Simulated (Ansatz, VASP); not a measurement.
# Two plane-wave programs on H2

The input INCAR:

```
SYSTEM = H
  PREC = Accurate
  ENCUT = 520
  EDIFF = 1E-6
  ISMEAR = 0
  SIGMA = 0.05
  LREAL = .FALSE.
  LASPH = .TRUE.
  NELM = 60
  ALGO = Normal
  ISIF = 2
  LWAVE = .FALSE.
  LCHARG = .TRUE.
  LDIPOL = .TRUE.
  IDIPOL = 3
  DIPOL = 0.5 0.5 0.691
  GGA = PE
  IVDW = 12
  LELF = .TRUE.
  LVHAR = .TRUE.
  LVACPOTAV = .TRUE.
  NBANDS = 8
```

KPOINTS

```
Automatic mesh
0
G
  3 3 1
  0 0 0
```

The input POSCAR:

```
H
1.0
    6.5094894540      0.0000000000      0.0000000000
    0.0000000000      5.2564237872      0.0000000000
    0.0000000000      0.0000000000     25.0682471050
H
2
Direct
    0.7093244475      0.1660234837      0.6767226604
    0.6946970317      0.2110490821      0.7050581794
```

Input for Ansatz:

```yaml
crystal:
  lattice:
    - [6.509489454, 0.0, 0.0]
    - [0.0, 5.2564237872, 0.0]
    - [0.0, 0.0, 25.068247105]
  atoms:
    - { symbol: H, position: [0.7093244475, 0.1660234837, 0.6767226604] }
    - { symbol: H, position: [0.6946970317, 0.2110490821, 0.7050581794] }
basis:
  ecutwfc: 420
kpoints:
  mp_grid: { grid: [3, 3, 1] }
hamiltonian:
  xc: pbe
  dispersion: d3bj
scf:
  occupations: { method: gaussian, width: 0.05 }
output:
  forces: true
  eigenvalues: true
  write_density: true
  volumetric_format: npy
efield:
  axis: 3
  dipole_correction: true
  ramp_width: 0.04
```

Alike in both runs: task single point; functional PBE; dispersion D3(BJ); k mesh 3 × 3 × 1; occupations gaussian, width 0.05 eV; no spin polarisation.

|  | VASP | Ansatz |
| --- | --- | --- |
| version | VASP 6.6.1 | Ansatz 0.2.0 |
| potentials or method | VASP PAW PBE potentials, release 64 (H) | scalar-relativistic, plane waves, PAW |
| plane-wave cutoff (eV) | 520 | 420 |
| valence electrons in the cell | 2 | 2 |

```csv
,VASP,Ansatz,Ansatz less VASP
gap on the k mesh at the Fermi level (eV),10.00,10.00,-0.005
least direct gap on the mesh (eV),10.01,10.01,-0.005
rms of the force components (eV/Å),0.093,0.087,-0.0062
```

Atom by atom the forces differ by 0.006 eV/Å (rms over components).

Expect the measured gap to be larger: semilocal functionals such as PBE lack the derivative discontinuity.
